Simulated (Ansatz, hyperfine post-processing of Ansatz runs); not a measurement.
# Mn(OH)2 (Pyrochroite): isotropic lines and sites in a paramagnetic 1H spectrum

Calculated values: DFT, PBEsol+U, plane-wave PAW, default files (PAW set soft_2), collinear spin, scalar-relativistic (Ansatz), contact and point-dipole shifts scaled to 330 K with Θ = 0 K (a pure Curie law); spin-only moments, above the ordering temperature.

```cif
data_structure
_symmetry_space_group_name_H-M 'P 1'
_symmetry_Int_Tables_number 1
_cell_length_a 3.2500
_cell_length_b 6.5000
_cell_length_c 4.4800
_cell_angle_alpha 90.000
_cell_angle_beta 90.000
_cell_angle_gamma 120.000
_cell_volume 81.96
loop_
_atom_site_label
_atom_site_type_symbol
_atom_site_fract_x
_atom_site_fract_y
_atom_site_fract_z
_atom_site_occupancy
Mn1 Mn 0.00000 0.00000 0.00000 1
Mn2 Mn 0.00000 0.50000 0.00000 1
O3 O 0.66667 0.16667 0.75603 1
O4 O 0.66667 0.66667 0.75603 1
O5 O 0.33333 0.33333 0.24397 1
O6 O 0.33333 0.83333 0.24397 1
H7 H 0.66667 0.16667 0.53776 1
H8 H 0.66667 0.66667 0.53776 1
H9 H 0.33333 0.33333 0.46224 1
H10 H 0.33333 0.83333 0.46224 1
```

1H MAS at 2.35 T (100.1 MHz), 30 kHz, 330 K; contact and dipolar shift alone, no orbital or quadrupolar part; lines under 1.5 % of the strongest are left out. Lines of the NMR spectrum (strongest = 100):

```
position (ppm)  intensity
        -964.1        4.9
        -664.3         19
        -364.5         65
         -64.7        100
         235.2         69
         535.0         48
         834.8         16
        1134.7         31
        1434.5         41
        1734.3         23
        2034.2         22
        2334.0         34
        2633.8         13
        2933.6         25
        3233.5         26
        3533.3         25
        3833.1         17
        4133.0        9.4
        4432.8        4.2
        4732.6        1.6
```

Q: Find the isotropic shifts among the lines and assign them to the H sites.

Sidebands are spaced by 300 ppm (the spinning rate over the resonance of 100.1 MHz). An isotropic line need not be the tallest: it is the area-weighted centre of its own family of sidebands, and the one that stays put when the rate is changed. Isotropic shifts: 1135 ppm for atom 7 and the 3 atoms equivalent to it (3 Mn through links of 120° (3)), reduced anisotropy 3161 ppm.

[Logs are printed without paths, hosts, clocks, repeated set-up lines and the standing remarks that a program may print on its own settings, such as how far it seeks lower states.]

[Hosts, paths, dates, database ids (printed as entryN), source tags and the programs' standing remarks are cut or masked in the printed files.]
